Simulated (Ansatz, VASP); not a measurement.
Given: the input of a run of Ansatz 0.2.0 on Pd.

The input input.yaml:

```yaml
crystal:
  lattice:
    - [0.0, 1.9067643606, 1.9067643606]
    - [1.9067643606, 0.0, 1.9067643606]
    - [1.9067643606, 1.9067643606, 0.0]
  atoms:
    - { symbol: Pd, position: [0.0, 0.0, 0.0] }
hamiltonian:
  xc: rpbe
  pseudopotentials: { kind: paw }
kpoints:
  mp_grid: { grid: [12, 12, 12] }
scf:
  occupations: { method: fermi_dirac, width: 0.05 }
output:
  forces: true
  stress: true
  eigenvalues: true
```

Potentials or basis: Ansatz PAW.

Command:

```console
$ ansatz run input.yaml --threads 2 --pin off --max-ram 5120MiB --backend cpu --events-out ev --progress --plain --runs-dir out
```

Problem. Translate it to VASP 6.6.1. Potentials there: VASP PAW PBE potentials, release 64 (Pd).

Solution. As run (the cutoff follows the program's own potentials):

INCAR

```
ALGO = Normal ; EDIFF = 1E-6
ENCUT = 520 ; GGA = RP
ISIF = 2 ; ISMEAR = -1
LASPH = T ; LCHARG = T
LELF = T ; LREAL = F
LVHAR = T ; LWAVE = F
NBANDS = 11 ; NELM = 60
PREC = Accurate ; SIGMA = 0.05
```

File KPOINTS:

```
k-points
0
Gamma
  12 12 12
```

POSCAR

```
Pd
1.0
    0.0000000000      1.9067643606      1.9067643606
    1.9067643606      0.0000000000      1.9067643606
    1.9067643606      1.9067643606      0.0000000000
Pd
1
Direct
    0.0000000000      0.0000000000      0.0000000000
```

Potentials or basis: VASP PAW PBE potentials, release 64 (Pd).

Run with:

```sh
$ cat potpaw_PBE.64/Pd/POTCAR > POTCAR
$ mpirun -np 1 vasp_std > vasp.out
```

Both were run:

|  | VASP | Ansatz | Ansatz less VASP |
| --- | --- | --- | --- |
| gap on the k mesh at the Fermi level (eV) | none | none | - |
| pressure (GPa) | 26.5 | 26.9 | +0.41 |

A gap of «none» marks a metal or a gap that the smearing closes. The functional is the same, so the differences come from potentials, cutoffs and numerics. The two sets of potentials don't hold the same shells in valence.

Caveats: so large a pressure means that the cell lies far from this level's equilibrium, or that cutoff or potentials fall short (VASP); the potentials were made for another functional, which shifts forces and pressure (VASP); the PAW data sets come from PBE, with cores solved anew for the run's functional, which leaves a small shift of forces and pressure (Ansatz).
